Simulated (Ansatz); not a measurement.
Migration of Co in Si

The calculation used Ansatz 0.2.0, DFT PBEsol, scalar-relativistic, plane waves, PAW. Settings: 420 eV cutoff, 3×3×3 k-mesh, Gaussian smearing of 0.02 eV, collinear spin.

In a supercell of 16 host sites, interstitial Co hops to an equivalent place, moving 2.15 Å between the relaxed ends. Climbing-image nudged elastic band at fixed cell with images 0 (start) to 4 (end), the path measured over all atoms, converged to 0.05 eV/Å; the order of the saddle wasn't checked, and the small cell leaves errors of about a tenth of an eV.

With moments and this functional the run may sit in a state above the lowest one.

Command:

```bash
ansatz run input.yaml --threads 4 --pin off --max-ram 10240MiB --backend cpu --events-out ev --progress --plain --runs-dir out
```

Input:

```yaml
crystal:
  lattice:
    - [0.0, 5.4338342048, -5.4338342048]
    - [5.4338342048, 5.4338342048, 0.0]
    - [5.4338342048, 0.0, -5.4338342048]
  atoms:
    - { symbol: Si, position: [0.1272625989, 0.1271605956, 0.127345139] }
    - { symbol: Si, position: [0.1271670971, 0.6167436546, 0.1268958072] }
    - { symbol: Si, position: [0.6164394235, 0.1270948879, 0.127152443] }
    - { symbol: Si, position: [0.625857318, 0.6257688819, 0.1206074153] }
    - { symbol: Si, position: [0.121324804, 0.1205830311, 0.6348789959] }
    - { symbol: Si, position: [0.1223861013, 0.6260555082, 0.6227757895] }
    - { symbol: Si, position: [0.6260728591, 0.1229537748, 0.6226887932] }
    - { symbol: Si, position: [0.6263009555, 0.6259144605, 0.6229398379] }
    - { symbol: Si, position: [0.2491404425, 0.7510417831, 0.2469489648] }
    - { symbol: Si, position: [0.2449947597, 0.2455151015, 0.2625809222] }
    - { symbol: Si, position: [0.750811179, 0.7510168245, 0.2471071659] }
    - { symbol: Si, position: [0.7509581714, 0.249157458, 0.2468207764] }
    - { symbol: Si, position: [0.2500974503, 0.7445942497, 0.7527203528] }
    - { symbol: Si, position: [0.2499025497, 0.2498183248, 0.7532444783] }
    - { symbol: Si, position: [0.7496369248, 0.7501816752, 0.7481041928] }
    - { symbol: Si, position: [0.7451174831, 0.2496482497, 0.7531348227] }
    - { symbol: Co, position: [-0.0060093937, -0.0058723178, 0.0163723109], spin: 0.87 }
basis:
  ecutwfc: 420
  xc_grid: 2
kpoints:
  mp_grid: { grid: [3, 3, 3], shift: [0.0, 0.0, 0.0] }
hamiltonian:
  xc: pbesol
scf:
  occupations: { method: gaussian, width: 0.02 }
output:
  forces: true
magnetization:
  spin_polarized: true
neb:
  images: 3
  f_tol: 0.05
  max_iterations: 70
  order_check: false
  final_atoms:
    - { symbol: Si, position: [0.1219364058, 0.1240418286, 0.1281792236] }
    - { symbol: Si, position: [0.1221311904, 0.6258595575, 0.1280510352] }
    - { symbol: Si, position: [0.6239351693, 0.124188821, 0.1278928341] }
    - { symbol: Si, position: [0.6280907835, 0.6300052403, 0.1124190778] }
    - { symbol: Si, position: [0.1229227928, 0.1253630752, 0.6268958072] }
    - { symbol: Si, position: [0.1279653528, 0.6250974503, 0.6217555217] }
    - { symbol: Si, position: [0.6229005555, 0.1298825169, 0.6218651773] }
    - { symbol: Si, position: [0.6224120527, 0.6249025497, 0.6222796472] }
    - { symbol: Si, position: [0.2567683334, 0.7477374011, 0.247654861] }
    - { symbol: Si, position: [0.2472336151, 0.249142682, 0.2543925847] }
    - { symbol: Si, position: [0.7458065589, 0.7478329029, 0.2481041928] }
    - { symbol: Si, position: [0.7456867545, 0.2585605765, 0.247847557] }
    - { symbol: Si, position: [0.246217399, 0.7526138987, 0.7522242105] }
    - { symbol: Si, position: [0.2467154271, 0.2489271409, 0.7523112068] }
    - { symbol: Si, position: [0.751786831, 0.753675196, 0.7401210041] }
    - { symbol: Si, position: [0.7501552539, 0.2486990445, 0.7520601621] }
    - { symbol: Co, position: [-0.1205094007, -0.1189906063, 0.3586276891] }
```

Course of the band:

```
iteration largest band force (eV/Å) climbing image energies over image 0 (eV)
        1                      0.716            none  0.000 0.183 0.363 0.183 0.000
        2                      0.282               2  0.000 0.094 0.244 0.094 0.000
        3                      0.072               2  0.000 0.069 0.226 0.069 0.000
        4                      0.101               2  0.000 0.063 0.226 0.063 0.000
        5                      0.018               2  0.000 0.062 0.222 0.062 0.000
```

Final band:

| image | path (Å) | E − E(0) (eV) | Co x (Å) | Co y (Å) | Co z (Å) | force on Co (eV/Å) |
| --- | --- | --- | --- | --- | --- | --- |
| 0 | 0.00 | 0.000 | 0.057 | -0.065 | -0.056 | 0.00 |
| 1 | 0.57 | 0.062 | 0.364 | -0.372 | -0.361 | 0.16 |
| 2 | 1.14 | 0.222 | 0.679 | -0.685 | -0.674 | 0.00 |
| 3 | 1.71 | 0.062 | 0.995 | -0.997 | -0.987 | 0.16 |
| 4 | 2.28 | 0.000 | 1.302 | -1.301 | -1.294 | 0.00 |

Barrier 0.22 eV. The run took 28 min on 4 threads of Arm Neoverse V1, on a shared host, peak memory 2.5 GiB.